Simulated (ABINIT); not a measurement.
# GaAs (F-43m) in ABINIT: notebook

One crystal, GaAs, is run at these levels: PBE, LDA; tasks: single point, relaxation of cell and atoms.

Everything below comes from runs of ABINIT 10.8.3 (patched build). Logs are shortened: lines on timing, memory, paths and dates and some standing lists are left out, and cuts for length are marked. The log counts tension as positive stress, the text compression.

**What was measured.**

From “Evidence of valence band perturbations in GaAsN/GaAs(001): A combined variable-angle spectroscopic ellipsometry and modulated photoreflectance investigation”, 2008, arxiv:0805.2212, for a bulk crystal of GaAs at 300 K: band gap 1.418 ± 0.005 eV (direct).

The results are compared with them further down.

## 1. Starting point

The structure is cubic, space group F-43m (No. 216). The conventional cell has a = 5.654 Å, b = 5.654 Å, c = 5.654 Å, α = 90.00°, β = 90.00°, γ = 90.00°. Around As (site symmetry -43m) lie 4 Ga at 2.45 Å. Ga (site symmetry -43m) is surrounded by 4 As at 2.45 Å.

## 2. Single point, PBE

Contents of run.abi:

```
pp_dirpath "./"
pseudos "As.upf, Ga.upf"

acell 3*1.0
rprim
     0.0000000000     5.3419722954     5.3419722954
     5.3419722954     0.0000000000     5.3419722954
     5.3419722954     5.3419722954     0.0000000000
ntypat 2
znucl 33 31
natom 2
typat 1 2
xred
     0.7500000000     0.7500000000     0.7500000000
     0.0000000000     0.0000000000     0.0000000000

ecut 38.0

kptopt 1
ngkpt 6 6 6
nshiftk 1
shiftk 0.0 0.0 0.0

ixc 11

nband 18
occopt 3
tsmear 0.05 eV

nstep 100
tolvrs 1.0e-10

iomode 3
prtwf 0
prteig 0
prtebands 0
prtden 1
prtvha 1
prtvclmb 1
prtpot 1
prtelf 1
```

Potentials or basis: PseudoDojo NC SR PBE v0.4.1 standard.

Run with:

```
abinit run.abi > log 2>&1
```

run.abo:

```text
.Version 10.8.3 of ABINIT
 Symmetries : space group F-4 3 m (#216); Bravais cF (face-center cubic)
================================================================================
 Values of the parameters that define the memory need of the present run
     intxc =       0    ionmov =       0      iscf =       7    lmnmax =       6
     lnmax =       6     mgfft =      45  mpssoang =       3    mqgrid =    3001
     natom =       2  nloc_mem =       1    nspden =       1   nspinor =       1
    nsppol =       1      nsym =      24    n1xccc =    2501    ntypat =       2
    occopt =       3   xclevel =       2
       mpw =        3428          nfft =       91125          nkpt =          16
================================================================================
================================================================================

--------------------------------------------------------------------------------
------------- Echo of variables that govern the present computation ------------
--------------------------------------------------------------------------------
 -outvars: echo values of preprocessed input variables --------
            acell      1.0000000000E+00  1.0000000000E+00  1.0000000000E+00 Bohr
              amu      7.49215900E+01  6.97230000E+01
             ecut      3.80000000E+01 Hartree
              ixc          11
         kptrlatt        6    0    0      0    6    0      0    0    6
          kptrlen      4.53281380E+01
            natom           2
            nband          18
            ngfft          45      45      45
             nkpt          16
            nstep         100
             nsym          24
           ntypat           2
           occopt           3
        prtebands           0
           prteig           0
           prtelf           1
           prtpot           1
         prtvclmb           1
           prtvha           1
            prtwf           0
            rprim      0.0000000000E+00  5.3419722954E+00  5.3419722954E+00
                       5.3419722954E+00  0.0000000000E+00  5.3419722954E+00
                       5.3419722954E+00  5.3419722954E+00  0.0000000000E+00
          spgroup         216
           tolvrs      1.00000000E-10
           tsmear      1.83746611E-03 Hartree
            typat      1  2
           xangst      4.2402749971E+00  4.2402749971E+00  4.2402749971E+00
                       0.0000000000E+00  0.0000000000E+00  0.0000000000E+00
            xcart      8.0129584431E+00  8.0129584431E+00  8.0129584431E+00
                       0.0000000000E+00  0.0000000000E+00  0.0000000000E+00
             xred      7.5000000000E-01  7.5000000000E-01  7.5000000000E-01
                       0.0000000000E+00  0.0000000000E+00  0.0000000000E+00
            znucl       33.00000   31.00000

================================================================================

 chkinp: Checking input parameters for consistency.

================================================================================
== DATASET  1 ==================================================================

--- !DatasetInfo
iteration_state: {dtset: 1, }
dimensions: {natom: 2, nkpt: 16, mband: 18, nsppol: 1, nspinor: 1, nspden: 1, mpw: 3428, }
cutoff_energies: {ecut:  38.0, pawecutdg:  -1.0, }
electrons: {nelect:   2.80000000E+01, charge:   0.00000000E+00, occopt:   3.00000000E+00, tsmear:   1.83746611E-03, }
meta: {optdriver: 0, ionmov: 0, optcell: 0, iscf: 7, paral_kgb: 0, }
...

 Exchange-correlation functional for the present dataset will be:
  GGA: Perdew-Burke-Ernzerhof functional - ixc=11
  J.P.Perdew, K.Burke, M.Ernzerhof, PRL 77, 3865 (1996)

 Real(R)+Recip(G) space primitive vectors, cartesian coordinates (Bohr,Bohr^-1):
 R(1)=  0.0000000  5.3419723  5.3419723  G(1)= -0.0935984  0.0935984  0.0935984
 R(2)=  5.3419723  0.0000000  5.3419723  G(2)=  0.0935984 -0.0935984  0.0935984
 R(3)=  5.3419723  5.3419723  0.0000000  G(3)=  0.0935984  0.0935984 -0.0935984
 Unit cell volume ucvol=  3.0488418E+02 bohr^3
 Angles (23,13,12)=  6.00000000E+01  6.00000000E+01  6.00000000E+01 degrees

 getcut: wavevector=  0.0000  0.0000  0.0000  ngfft=  45  45  45
         ecut(hartree)=     38.000   => boxcut(ratio)=   2.09884

--- Pseudopotential description ------------------------------------------------
- pspini: atom type   1  psp file is ./As.upf
12 -101130 2 -1 1358                          pspcod,pspxc,lmax,lloc,mmax
     nproj     2     2     2

- pspini: atom type   2  psp file is ./Ga.upf
12 -101130 2 -1 1902                          pspcod,pspxc,lmax,lloc,mmax
     nproj     2     2     2

   1.50088477E+03                                ecore*ucvol(ha*bohr**3)
--------------------------------------------------------------------------------

================================================================================

--- !BeginCycle
iteration_state: {dtset: 1, }
solver: {iscf: 7, nstep: 100, nline: 4, wfoptalg: 0, }
tolerances: {tolvrs: 1.00E-10, }
...

     iter   Etot(hartree)      deltaE(h)  residm     vres2
 ETOT  1  -178.79002276098    -1.788E+02 9.853E-01 3.978E+03
 ETOT  2  -181.87605537537    -3.086E+00 7.967E-02 5.575E+03
 ETOT  3  -182.43353724958    -5.575E-01 6.200E-02 1.035E+03
 ETOT  4  -182.50500220239    -7.146E-02 2.199E-02 4.768E+02
 ETOT  5  -182.55147394589    -4.647E-02 3.363E-03 9.541E+01
 ETOT  6  -182.56221442737    -1.074E-02 6.417E-04 8.555E+00
 ETOT  7  -182.56324901131    -1.035E-03 1.466E-04 2.514E-01
 ETOT  8  -182.56328062555    -3.161E-05 1.661E-05 6.410E-03
 ETOT  9  -182.56328141829    -7.927E-07 2.713E-05 9.706E-05
 ETOT 10  -182.56328143150    -1.321E-08 6.473E-06 5.142E-07
 ETOT 11  -182.56328143158    -7.887E-11 1.057E-05 3.371E-08
 ETOT 12  -182.56328143159    -9.550E-12 3.075E-06 7.001E-10
 ETOT 13  -182.56328143159    -3.979E-13 4.877E-06 6.896E-11

 At SCF step   13       vres2   =  6.90E-11 < tolvrs=  1.00E-10 =>converged.

 Compute ELF
--------------------------------------------------------------------------------

 Compute kinetic energy density

 Compute gradient of the electron density
 Electron Localization Function (ELF) [min:0;max:1]
)     Maximum=    7.8161E-01  at reduced coord.    0.8667    0.8667    0.8667
)     Minimum=    0.0000E+00  at reduced coord.    0.0000    0.0000    0.0000
   Integrated=    9.0854E+01

--------------------------------------------------------------------------------
 End of ELF section

 Cartesian components of stress tensor (hartree/bohr^3)
  sigma(1 1)= -8.04430221E-05  sigma(3 2)=  0.00000000E+00
  sigma(2 2)= -8.04430221E-05  sigma(3 1)=  0.00000000E+00
  sigma(3 3)= -8.04430221E-05  sigma(2 1)=  0.00000000E+00

--- !ResultsGS
iteration_state: {dtset: 1, }
comment   : Summary of ground state results
lattice_vectors:
- [  0.0000000,   5.3419723,   5.3419723, ]
- [  5.3419723,   0.0000000,   5.3419723, ]
- [  5.3419723,   5.3419723,   0.0000000, ]
lattice_lengths: [   7.55469,    7.55469,    7.55469, ]
lattice_angles: [ 60.000,  60.000,  60.000, ] # degrees, (23, 13, 12)
lattice_volume:   3.0488418E+02
convergence: {deltae: -3.979E-13, res2:  6.896E-11, residm:  4.877E-06, diffor: null, }
etotal    :  -1.82563281E+02
entropy   :   0.00000000E+00
fermie    :   1.58331835E-01
cartesian_stress_tensor: # hartree/bohr^3
- [ -8.04430221E-05,   0.00000000E+00,   0.00000000E+00, ]
- [  0.00000000E+00,  -8.04430221E-05,   0.00000000E+00, ]
- [  0.00000000E+00,   0.00000000E+00,  -8.04430221E-05, ]
pressure_GPa:   2.3667E+00
xred      :
- [  7.5000E-01,   7.5000E-01,   7.5000E-01, As]
- [  0.0000E+00,   0.0000E+00,   0.0000E+00, Ga]
cartesian_forces: # hartree/bohr
- [  4.03243607E-28,   4.03243607E-28,  -1.20973082E-27, ]
- [ -4.03243607E-28,  -4.03243607E-28,   1.20973082E-27, ]
force_length_stats: {min:   1.33740774E-27, max:   1.33740774E-27, mean:   1.33740774E-27, }
...

 Integrated electronic density in atomic spheres:
 ------------------------------------------------
 Atom  Sphere_radius  Integrated_density
    1        2.00000         12.37421679
    2        2.00000         10.81894003
================================================================================

 ----iterations are completed or convergence reached----

 Mean square residual over all n,k,spin=   19.449E-09; max=  48.767E-07
 reduced coordinates (array xred) for    2 atoms
       0.750000000000      0.750000000000      0.750000000000
       0.000000000000      0.000000000000      0.000000000000
 rms dE/dt=  6.0928E-27; max dE/dt=  8.6165E-27; dE/dt below (all hartree)
    1       0.000000000000      0.000000000000      0.000000000000
    2      -0.000000000000     -0.000000000000      0.000000000000

 cartesian coordinates (angstrom) at end:
    1      4.24027499712465     4.24027499712465     4.24027499712465
    2      0.00000000000000     0.00000000000000     0.00000000000000

 cartesian forces (hartree/bohr) at end:
    1      0.00000000000000     0.00000000000000    -0.00000000000000
    2     -0.00000000000000    -0.00000000000000     0.00000000000000
 frms,max,avg= 7.7215272E-28 1.2097308E-27   0.000E+00  0.000E+00  0.000E+00 h/b

 cartesian forces (eV/Angstrom) at end:
    1      0.00000000000000     0.00000000000000    -0.00000000000000
    2     -0.00000000000000    -0.00000000000000     0.00000000000000
 frms,max,avg= 3.9705689E-26 6.2206860E-26   0.000E+00  0.000E+00  0.000E+00 e/A
 length scales=  1.000000000000  1.000000000000  1.000000000000 bohr
              =  0.529177210544  0.529177210544  0.529177210544 angstroms
 Fermi (or HOMO) energy (hartree) =   0.15833   Average Vxc (hartree)=  -0.36647
 Eigenvalues (hartree) for nkpt=  16  k points:
 kpt#   1, nband= 18, wtk=  0.00463, kpt=  0.0000  0.0000  0.0000 (reduced coord)
  -1.14602   -1.14602   -1.14602   -1.14567   -1.14567   -0.39689   -0.39689   -0.39689
  -0.39405   -0.39405   -0.31984    0.14787    0.14787    0.14787    0.16675    0.28527
   0.28527    0.28527
      occupation numbers for kpt#   1
   2.00000    2.00000    2.00000    2.00000    2.00000    2.00000    2.00000    2.00000
   2.00000    2.00000    2.00000    1.99327    1.99327    1.99327    0.02024    0.00000
   0.00000    0.00000
 prteigrs : prtvol=0 or 1, do not print more k-points.

--- !EnergyTerms
iteration_state     : {dtset: 1, }
comment             : Components of total free energy in Hartree
kinetic             :  1.38903076991802E+02
hartree             :  5.73663936481320E+01
xc                  : -4.47211869127751E+01
Ewald energy        : -9.91764168889747E+01
psp_core            :  4.92280305460459E+00
local_psp           : -1.49386528247086E+02
non_local_psp       : -9.04714209580282E+01
internal            : -1.82563279312326E+02
'-kT*entropy'       : -2.11926139017141E-06
total_energy        : -1.82563281431587E+02
total_energy_eV     : -4.96779996536865E+03
band_energy         : -1.57866168180314E+01
...

 Cartesian components of stress tensor (hartree/bohr^3)
  sigma(1 1)= -8.04430221E-05  sigma(3 2)=  0.00000000E+00
  sigma(2 2)= -8.04430221E-05  sigma(3 1)=  0.00000000E+00
  sigma(3 3)= -8.04430221E-05  sigma(2 1)=  0.00000000E+00

-Cartesian components of stress tensor (GPa)         [Pressure=  2.3667E+00 GPa]
- sigma(1 1)= -2.36671542E+00  sigma(3 2)=  0.00000000E+00
- sigma(2 2)= -2.36671542E+00  sigma(3 1)=  0.00000000E+00
- sigma(3 3)= -2.36671542E+00  sigma(2 1)=  0.00000000E+00

== END DATASET(S) ==============================================================
================================================================================

 -outvars: echo values of variables after computation  --------
            acell      1.0000000000E+00  1.0000000000E+00  1.0000000000E+00 Bohr
           etotal     -1.8256328143E+02
            fcart      4.0324360731E-28  4.0324360731E-28 -1.2097308219E-27
                      -4.0324360731E-28 -4.0324360731E-28  1.2097308219E-27
            rprim      0.0000000000E+00  5.3419722954E+00  5.3419722954E+00
                       5.3419722954E+00  0.0000000000E+00  5.3419722954E+00
                       5.3419722954E+00  5.3419722954E+00  0.0000000000E+00
           strten     -8.0443022057E-05 -8.0443022057E-05 -8.0443022057E-05
                       0.0000000000E+00  0.0000000000E+00  0.0000000000E+00
           xangst      4.2402749971E+00  4.2402749971E+00  4.2402749971E+00
                       0.0000000000E+00  0.0000000000E+00  0.0000000000E+00
             xred      7.5000000000E-01  7.5000000000E-01  7.5000000000E-01
                       0.0000000000E+00  0.0000000000E+00  0.0000000000E+00
 Calculation completed.
```

It took 44 s on 1 thread of Arm Neoverse V1, shared host; peak memory 0.09 GiB.

Results:

```yaml
Free_energy: -4967.8000 eV
Band_gap_on_the_k_mesh: 0.51 eV, direct
Valence_electrons_inside_the_program's_atomic_spheres: As 12.37; Ga 10.82
```

Caveat: the cutoff is too short for stress, so the log's stress isn't used.

(Continued in part 2 of 2.)
